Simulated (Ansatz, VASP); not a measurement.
**Two plane-wave programs on Ge**

Contents of run.py:

```python
from ase.calculators.vasp import Vasp
from ase.dft.dos import DOS
from ase.io import read

atoms = read('Ge.xyz')
calc = Vasp(
    directory='calc',
    xc='r2scan+rvv10',
    pp='PBE',
    setups='recommended',
    prec='Accurate',
    encut=520,
    ediff=1e-07,
    ismear=0,
    sigma=0.05,
    lreal=False,
    lasph=True,
    nelm=60,
    algo='Normal',
    isif=2,
    lwave=False,
    lcharg=False,
    lmixtau=True,
    lorbit=10,
    kpts=[8, 8, 8],
    gamma=True,
)
atoms.calc = calc

print('energy (eV):', atoms.get_potential_energy())
print('free energy (eV):', atoms.get_potential_energy(force_consistent=True))
print('forces (eV/A):')
print(atoms.get_forces())
print('stress (eV/A^3, Voigt):', atoms.get_stress())
print('Fermi level (eV):', calc.get_fermi_level())
dos = DOS(calc, width=0.05, window=(-10, 10), npts=201)
print('E - E_F (eV), DOS (1/eV)')
for e, g in zip(dos.get_energies(), dos.get_dos()):
    print(f'{e:8.3f} {g:10.4f}')
```

Contents of Ge.xyz:

```xyz
2
Lattice="0.0000000000 2.8289100000 2.8289100000 2.8289100000 0.0000000000 2.8289100000 2.8289100000 2.8289100000 0.0000000000" Properties=species:S:1:pos:R:3 pbc="T T T"
Ge     4.2452207650      4.2304029344      4.2444456436
Ge     2.8435977007      2.8228108700      2.8248646587
```

Contents of input.yaml:

```yaml
crystal:
  lattice:
    - [0.0, 2.82891, 2.82891]
    - [2.82891, 0.0, 2.82891]
    - [2.82891, 2.82891, 0.0]
  atoms:
    - { symbol: Ge, position: [0.747572, 0.75281, 0.747846] }
    - { symbol: Ge, position: [0.495611, 0.502959, 0.502233] }
hamiltonian:
  xc: r2scan
  pseudopotentials: { kind: paw }
  dispersion: rvv10
kpoints:
  mp_grid: { grid: [8, 8, 8] }
scf:
  occupations: { method: gaussian, width: 0.05 }
  n_extra_bands: 6
output:
  forces: true
  stress: true
  eigenvalues: true
  dos: { projected: false, de: 0.05, nscf_kmesh: { grid: [12, 12, 12] } }
  write_density: true
  write_potential: true
  elf: true
  volumetric_format: npy
```

Change from the starting cell: atoms moved at random, drawn with an rms of 0.02 Å.

Alike in both runs: task density of states; functional r2SCAN; dispersion rVV10; k mesh 8 × 8 × 8; occupations gaussian, width 0.05 eV; no spin polarisation.

```csv
,VASP,Ansatz
version,VASP 6.6.1,Ansatz 0.2.0
potentials or method,"VASP PAW PBE potentials, release 64 (Ge_d)",Ansatz PAW
plane-wave cutoff (eV),520,500
valence electrons in the cell,28,28
```

|  | VASP | Ansatz | Ansatz less VASP |
| --- | --- | --- | --- |
| gap on the k mesh at the Fermi level (eV) | 0.30 | 0.32 | +0.020 |
| least direct gap on the mesh (eV) | 0.32 | 0.36 | +0.035 |
| pressure (GPa) | -0.2 | -0.2 | +0.03 |
| largest component of the traceless stress (GPa) | 0.39 | 0.38 | -0.014 |
| rms of the force components (eV/Å) | 0.105 | 0.105 | +0.0001 |

Atom by atom the forces differ by 0.001 eV/Å (rms over components). The functional is the same, so the differences come from potentials, cutoffs and numerics.

Caveats: the PAW data sets were made with another functional, which shifts forces and pressure a little (VASP); the PAW data sets come from PBE, with cores solved anew for the run's functional, which leaves a small shift of forces and pressure (Ansatz); the density of states is complete only up to the lowest level of the last band computed (Ansatz). A k mesh can miss the band edges.
